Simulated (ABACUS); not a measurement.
# Hf (P6_3/mmc) in ABACUS: notebook

The runs below take Hf through single point, relaxation of cell and atoms, with rPW86PBE.

All numbers are computed with ABACUS 3.10.1; they aren't measurements. Logs are shortened: lines on timing, memory, paths and dates and some standing lists are left out, and cuts for length are marked.

**1. The structure**

Symmetry: P6_3/mmc, No. 194, hexagonal system. Conventional cell: a = 3.197 Å, b = 3.197 Å, c = 5.058 Å, α = 90.00°, β = 90.00°, γ = 120.00°. Hf (site symmetry -6m2) is surrounded by 12 Hf at 3.13 to 3.20 Å.

**2. Single point, rPW86PBE**

The input, run_abacus.py:

```python
"""ABACUS run from a structure file: ASE reads it, the script writes STRU, KPT and INPUT."""
import re
import subprocess
from ase.io import read
from ase.units import Bohr

atoms = read("Hf.cif")
atoms = atoms[(-atoms.numbers).argsort(kind="stable")]  # ABACUS lists atoms element by element
pseudo = {'Hf': 'Hf.upf'}
orbital = {}
magmoms = None
kmesh = [8, 8, 4]
params = {
    'suffix': 'Hf',
    'calculation': 'scf',
    'basis_type': 'pw',
    'pseudo_dir': './',
    'symmetry': 1,
    'dft_functional': 'GGA_X_RPW86+GGA_C_PBE',
    'ecutwfc': 58,
    'pseudo_rcut': 10,
    'nspin': 1,
    'nbands': 22,
    'ks_solver': 'dav',
    'smearing_method': 'fd',
    'smearing_sigma': 0.00367493,
    'scf_thr': 1e-08,
    'scf_nmax': 100,
    'mixing_type': 'broyden',
    'mixing_beta': 0.7,
    'cal_force': 1,
    'cal_stress': 1,
    'out_chg': 1,
    'kpar': 4,
}

symbols = atoms.get_chemical_symbols()
elements = list(dict.fromkeys(symbols))
lines = ["ATOMIC_SPECIES"] + [f"{e} {atoms.get_masses()[symbols.index(e)]:.4f} {pseudo[e]}" for e in elements]
if orbital:
    lines += ["", "NUMERICAL_ORBITAL"] + [orbital[e] for e in elements]
lines += ["", "LATTICE_CONSTANT", f"{1 / Bohr:.10f}", "", "LATTICE_VECTORS"]
lines += [" ".join(f"{x:.10f}" for x in v) for v in atoms.cell]
lines += ["", "ATOMIC_POSITIONS", "Direct"]
for e in elements:
    lines += ["", e, "0.0", str(symbols.count(e))]
    for i, p in enumerate(atoms.get_scaled_positions(wrap=False)):
        if symbols[i] == e:
            mag = "" if magmoms is None else " mag " + " ".join(str(x) for x in (magmoms[i] if isinstance(magmoms[i], list) else [magmoms[i]]))
            lines.append(" ".join(f"{x:.10f}" for x in p) + " 1 1 1" + mag)
open("STRU", "w").write("\n".join(lines) + "\n")
open("KPT", "w").write("K_POINTS\n0\nGamma\n%d %d %d 0 0 0\n" % tuple(kmesh))
open("INPUT", "w").write("INPUT_PARAMETERS\n" + "".join(f"{k:<20s}{v}\n" for k, v in params.items()))

done = subprocess.run(['mpirun', '-np', '4', 'abacus'])
if done.returncode:
    raise SystemExit(done.returncode)
log = open("OUT.Hf/running_scf.log").read()
print("final energy (eV):", re.findall(r"FINAL_ETOT_IS (\S+)", log))
```

The input, Hf.cif:

```cif
data_Hf
_cell_length_a 3.19670000
_cell_length_b 3.19670000
_cell_length_c 5.05780000
_cell_angle_alpha 90.00000000
_cell_angle_beta 90.00000000
_cell_angle_gamma 120.00000000
_space_group_name_H-M_alt 'P1'
_space_group_name_Hall 'P 1'
_space_group_IT_number 1
loop_
_space_group_symop_operation_xyz
'x,y,z'
loop_
_atom_site_label
_atom_site_type_symbol
_atom_site_symmetry_multiplicity
_atom_site_Wyckoff_symbol
_atom_site_fract_x
_atom_site_fract_y
_atom_site_fract_z
_atom_site_occupancy
Hf1 Hf 1 a 0.6666666667 0.3333333333 0.7500000000 1
Hf2 Hf 1 a 0.3333333333 0.6666666667 0.2500000000 1
```

Potentials or basis: PseudoDojo NC SR 0.4.1 PBE standard, plane waves.

Run with:

```sh
OMP_NUM_THREADS=1 python run_abacus.py > log
```

running log:

```text
ABACUS v3.10.1

               Atomic-orbital Based Ab-initio Computation at UStc

 ------------------------------------------------------------------------------------

 READING GENERAL INFORMATION
                           global_out_dir = OUT.Hf/
                           global_in_card = INPUT
                               pseudo_dir = ./
                              orbital_dir =
                                    DSIZE = 4
                                    GSIZE = 1

 READING UNITCELL INFORMATION
                                    ntype = 1
                  lattice constant (Bohr) = 1.88973
              lattice constant (Angstrom) = 1

 READING ATOM TYPE 1
                               atom label = Hf
                      L=0, number of zeta = 1
                      L=1, number of zeta = 1
                      L=2, number of zeta = 1
             number of atom for this type = 2

                        TOTAL ATOM NUMBER = 2
DIRECT COORDINATES
    atom                   x                   y                   z     mag                  vx                  vy                  vz
taud_Hf1            0.6666666667        0.3333333333        0.7500000000  0.0000        0.0000000000        0.0000000000        0.0000000000
taud_Hf2            0.3333333333        0.6666666667        0.2500000000  0.0000        0.0000000000        0.0000000000        0.0000000000

                          Volume (Bohr^3) = 302.06
                             Volume (A^3) = 44.7606

 Lattice vectors: (Cartesian coordinate: in unit of a_0)
              +3.1967                  +0                  +0
             -1.59835            +2.76842                  +0
                   +0                  +0             +5.0578
 Reciprocal vectors: (Cartesian coordinate: in unit of 2 pi/a_0)
            +0.312823           +0.180608                  -0
                   -0           +0.361216                  -0
                   +0                  -0           +0.197714
 The esolver type has been set to : ksdft_pw

                PAO radial cut off (Bohr) = 10

 Read in pseudopotential file is Hf.upf
                     pseudopotential type = NC
          exchange-correlation functional = PBE
                 nonlocal core correction = 1
                        valence electrons = 12
                                     lmax = 3
                           number of zeta = 4
                     number of projectors = 8
                           L of projector = 0
                           L of projector = 0
                           L of projector = 1
                           L of projector = 1
                           L of projector = 2
                           L of projector = 2
                           L of projector = 3
                           L of projector = 3
 XC functional updated to : GGA_X_RPW86+GGA_C_PBE
          exchange-correlation functional = GGA_X_RPW86+GGA_C_PBE
     initial pseudo atomic orbital number = 20

 SETUP THE ELECTRONS NUMBER
            electron number of element Hf = 12
      total electron number of element Hf = 24
            AUTOSET number of electrons:  = 24
                           occupied bands = 12
                                   NBANDS = 22
                                   NLOCAL = 18

%%%%%%%%%%%%%%%%%%%%%%%%%%%%%%%%%%%%%%%%%%%%%%%%%%%%%%%%%%%%%%%%%%%%%%%%%%%%%%%%%%%%%%%%%%%%%%%%%%%%%%%%%%
 Warning: the number of valence electrons in pseudopotential > 4 for Hf: [Xe] 4f14 5d2 6s2
 Pseudopotentials with additional electrons can yield (more) accurate outcomes, but may be less efficient.
 If you're confident that your chosen pseudopotential is appropriate, you can safely ignore this warning.
%%%%%%%%%%%%%%%%%%%%%%%%%%%%%%%%%%%%%%%%%%%%%%%%%%%%%%%%%%%%%%%%%%%%%%%%%%%%%%%%%%%%%%%%%%%%%%%%%%%%%%%%%%

 SETUP THE PLANE WAVE BASIS
 energy cutoff for charge/potential (unit:Ry) = 232
            fft grid for charge/potential = [ 30, 30, 48 ]
                        fft grid division = [ 1, 1, 1 ]
        big fft grid for charge/potential = [ 30, 30, 48 ]
                                     nbxx = 43200
                                     nrxx = 43200

 SETUP PLANE WAVES FOR CHARGE/POTENTIAL
                    number of plane waves = 18101
                         number of sticks = 583

 PARALLEL PW FOR CHARGE/POTENTIAL
     PROC   COLUMNS(POT)             PW
        1            583          18101
 --------------- sum -------------------
        1            583          18101
                            number of |g| = 923
                                  max |g| = 20.9799
                                  min |g| = 0

----------- Double Check Mixing Parameters Begin ------------
mixing_type: broyden
mixing_beta: 0.7
mixing_gg0: 1
mixing_gg0_min: 0.1
mixing_ndim: 8
----------- Double Check Mixing Parameters End ------------
[... 36 lines left out ...]
                                       C2 = 7
                                       C3 = 2
                                       C4 = 0
                                       C6 = 2
                                       S1 = 7
                                       S3 = 2
                                       S4 = 0
                                       S6 = 2
               POINT GROUP IN SPACE GROUP = D_6h

 SETUP K-POINTS
                                    nspin = 1
                   Input type of k points = Monkhorst-Pack(Gamma)
                                   nkstot = 256
                       right hand lattice = 1
(for reciprocal lattice: )
                             BRAVAIS TYPE = 4
                     BRAVAIS LATTICE NAME = 04. Hexagonal cell
                                    ibrav = 4
                       right hand lattice = 1
(for k-lattice: )
                             BRAVAIS TYPE = 4
                     BRAVAIS LATTICE NAME = 04. Hexagonal cell
                                    ibrav = 4
                       right hand lattice = 1
                        ROTATION MATRICES = 24
                               nkstot_ibz = 30
K-POINTS REDUCTION ACCORDING TO SYMMETRY
     IBZ    DIRECT_X    DIRECT_Y    DIRECT_Z  WEIGHT  ibz2bz
       1  0.00000000  0.00000000  0.00000000  0.0039       0
       2 -0.12500000  0.12500000  0.00000000  0.0234       1
       3 -0.25000000  0.25000000  0.00000000  0.0234       2
       4 -0.37500000  0.37500000  0.00000000  0.0234       3
       5  0.50000000  0.50000000  0.00000000  0.0117       4
       6 -0.12500000  0.25000000  0.00000000  0.0234       9
[... 22 lines left out ...]
      29  0.50000000  0.25000000  0.50000000  0.0234     146
      30  0.37500000  0.37500000  0.50000000  0.0234     147

                               nkstot now = 30
[... K-POINTS DIRECT COORDINATES: 30 rows ...]

           k-point number in this process = 8
       minimum distributed K point number = 7
[... stars of the k points ...]

[... K-POINTS CARTESIAN COORDINATES: 8 rows ...]

[... K-POINTS DIRECT COORDINATES: 8 rows ...]

 SETUP PLANE WAVES FOR WAVE FUNCTIONS
     energy cutoff for wavefunc (unit:Ry) = 58
              fft grid for wave functions = [ 30, 30, 48 ]
                    number of plane waves = 3333
                         number of sticks = 187

 PARALLEL PW FOR WAVE FUNCTIONS
     PROC   COLUMNS(POT)             PW
        1            187           3333
 --------------- sum -------------------
        1            187           3333

 SETUP NONLOCAL PSEUDOPOTENTIALS IN PLANE WAVE BASIS
 Hf non-local projectors:
 projector 1 L=0
 projector 2 L=0
 projector 3 L=1
 projector 4 L=1
 projector 5 L=2
 projector 6 L=2
 projector 7 L=3
 projector 8 L=3
      TOTAL NUMBER OF NONLOCAL PROJECTORS = 64

 Init Non-Local PseudoPotential table :
 Init Non-Local-Pseudopotential done.

                                     npwx = 2297

 Make real space PAO into reciprocal space.
       max mesh points in Pseudopotential = 1001
     dq(describe PAO in reciprocal space) = 0.01
                                    max q = 918

 number of pseudo atomic orbitals for Hf is 4
WARNING: norm of atomic wavefunction # 3 of atomic type Hf is 0.999757, renormalized
WARNING: norm of atomic wavefunction # 4 of atomic type Hf is 0.999781, renormalized

 -------------------------------------------
 SELF-CONSISTENT
 -------------------------------------------
                                 init_chg = atomic

 PW ALGORITHM --------------- ION=   1  ELEC=   1--------------------------------
 Notice: Threshold on eigenvalues was too large.
 hsover_error=0.24 > DRHO=0.0330995
 Origin diag ethr = 0.01
 New diag ethr = 0.000137915

 Density error is 0.0344875577716
                          Error Threshold = 0.000137914688091
----------------------------------------------------------
     Energy           Rydberg                 eV
----------------------------------------------------------
 E_KohnSham     -226.0814309978      -3075.9956735639
 E_Harris       -227.2460289796      -3091.8408419962
 E_Fermi        1.0972731249         14.9291667610
----------------------------------------------------------
[... 51 lines left out ...]
 Density error is 1.8699132028e-10
                          Error Threshold = 8.79953132954e-11
----------------------------------------------------------
     Energy           Rydberg                 eV
----------------------------------------------------------
 E_KohnSham     -226.0840812441      -3076.0317320149
 E_KS(sigma->0) -226.0837317937      -3076.0269774981
 E_Harris       -226.0841428189      -3076.0325697828
 E_band         -20.6193720476       -280.5409490295
 E_one_elec     -40.8751500914       -556.1349478481
 E_Hartree      28.4295272024        386.8035613982
 E_xc           -57.4683931068       -781.8976011563
 E_Ewald        -156.1693663475      -2124.7932353751
 E_entropy(-TS) -0.0006989008        -0.0095090336
 E_descf        0.0000000000         0.0000000000
 E_exx          0.0000000000         0.0000000000
 E_Fermi        1.0828154094         14.7324594494
----------------------------------------------------------

 charge density convergence is achieved
 final etot is -3076.031732 eV
 EFERMI = 14.732459449 eV

 STATE ENERGY(eV) AND OCCUPATIONS    NSPIN == 1
 1/8 kpoint (Cartesian) = 0.0000 0.0000 0.0000 (2297 pws)
       1       -47.3668     0.00781250
       2       -47.2964     0.00781250
       3       -16.4478     0.00781250
       4       -15.7149     0.00781250
       5       -15.7149     0.00781250
       6       -15.5882     0.00781250
[... 134 lines left out ...]
      21        23.3745    4.05037e-77
      22        27.9535        0.00000

[... levels at 2 further k points ...]

------------------------------------------------------------------------------------------
 TOTAL-FORCE (eV/Angstrom)
------------------------------------------------------------------------------------------
                       Hf1         0.0000000000         0.0000000000         0.0000000000
                       Hf2         0.0000000000         0.0000000000         0.0000000000
------------------------------------------------------------------------------------------

----------------------------------------------------------------
 TOTAL-STRESS (KBAR)
----------------------------------------------------------------
        27.5232181169         0.0000000000         0.0000000000
        -0.0000000000        27.5232181164         0.0000000000
         0.0000000000         0.0000000000        29.8370870339
----------------------------------------------------------------
 TOTAL-PRESSURE: 28.294508 KBAR

 --------------------------------------------
 !FINAL_ETOT_IS -3076.0317320148733415 eV
 --------------------------------------------
```

Wall time 6.2 s (4 MPI ranks of Intel Xeon Platinum 8488C (Sapphire Rapids), shared host); peak memory 0.36 GiB.

What came out:

* Free energy: -3076.0317 eV
* Pressure: 2.8 GPa
* Band gap on the k mesh: none (metal or under the smearing width)

Stress tensor (GPa, compression positive):
```
2.75 0.00 0.00
0.00 2.75 0.00
0.00 0.00 2.98
```

Caveat: the potentials were made for another functional, which shifts forces and pressure. The run has no spin-orbit coupling, so splittings on Hf are missing.

**3. Relaxation of cell and atoms, rPW86PBE**

The input, INPUT:

```
INPUT_PARAMETERS
suffix              Hf
calculation         cell-relax
basis_type          pw
pseudo_dir          ./
symmetry            1
dft_functional      GGA_X_RPW86+GGA_C_PBE
ecutwfc             58
pseudo_rcut         10
nspin               1
nbands              16
ks_solver           dav
smearing_method     fd
smearing_sigma      0.00367493
scf_thr             1e-08
scf_nmax            100
mixing_type         broyden
mixing_beta         0.7
cal_force           1
cal_stress          1
relax_nmax          60
force_thr_ev        0.01
relax_method        cg
out_stru            1
stress_thr          0.2
kpar                4
```

The input, STRU:

```
ATOMIC_SPECIES
Hf 178.4900 Hf.upf

LATTICE_CONSTANT
1.8897261246

LATTICE_VECTORS
3.1967000000 0.0000000000 0.0000000000
-1.5983500000 2.7684234083 0.0000000000
0.0000000000 0.0000000000 5.0578000000

ATOMIC_POSITIONS
Cartesian

Hf
0.0
2
1.5983500002 0.9228078027 3.7933500000 1 1 1
-0.0000000002 1.8456156056 1.2644500000 1 1 1
```

The input, KPT:

```
K_POINTS
0
Gamma
8 8 4 0 0 0
```

Potentials or basis: PseudoDojo NC SR 0.4.1 PBE standard, plane waves.

Run with:

```sh
OMP_NUM_THREADS=1 mpirun -np 4 abacus > log
```

It took 24 s on 4 MPI ranks of Intel Xeon Platinum 8488C (Sapphire Rapids), shared host; peak memory 0.36 GiB.

Results (log left out):

```yaml
Free_energy: -3076.0415 eV
Relaxed_volume: 22.94 Å³/atom
Relaxed_cell: a = 3.221 Å, b = 3.221 Å, c = 5.108 Å, α = 90.00°, β = 90.00°, γ = 120.00°
Space_group_after_relaxing_to_0.05_Å: P6_3/mmc (No. 194)
Energy_gained_by_relaxing: 4.9 meV/atom
Ionic_steps: 8
Pressure_after_relaxing: 0.0 GPa
Band_gap_on_the_k_mesh: none (metal or under the smearing width)
```

Step by step:
| step | energy change (eV) | largest force (eV/Å) | pressure (GPa) | volume (Å³) |
| --- | --- | --- | --- | --- |
| 1 | 0.0000 | 0.0000 | 2.83 | 44.76 |
| 2 | 0.0080 | 0.0000 | -3.52 | 47.47 |
| 3 | -0.0098 | 0.0000 | -0.03 | 45.89 |
| 4 | -0.0098 | 0.0000 | -0.03 | 45.89 |
| 5 | -0.0098 | 0.0000 | -0.03 | 45.89 |
| 6 | -0.0098 | 0.0000 | -0.03 | 45.89 |
| 7 | -0.0098 | 0.0000 | 0.03 | 45.87 |
| 8 | -0.0098 | 0.0000 | 0.00 | 45.88 |

Final structure:
```
Hf
1.0
     3.22072    0.00000    0.00000
    -1.61036    2.78923    0.00000
     0.00000    0.00000    5.10767
Hf
2
Direct
  0.66667 0.33333 0.75000
  0.33333 0.66667 0.25000
```

Levels at points of the mesh, in eV from the Fermi level:
```csv
k point,band 8,band 9,band 10,band 11,band 12,band 13,band 14,band 15,band 16
"(0.00, 0.00, 0.00)",-30.38,-7.30,-3.66,0.53,1.12,1.12,1.37,1.91,1.91
"(0.50, 0.50, 0.00)",-30.47,-3.32,-2.69,-2.19,-0.85,0.76,0.80,1.58,5.65
"(0.00, 0.00, 0.50)",-30.44,-5.38,-5.38,0.11,0.11,1.02,1.02,1.02,1.02
"(0.50, 0.50, 0.50)",-30.57,-3.35,-3.35,-0.98,-0.98,1.09,1.09,2.55,2.55
```

Caveat: the potentials were made for another functional, which shifts forces and pressure. Zero-point motion and thermal expansion aren't in these numbers.
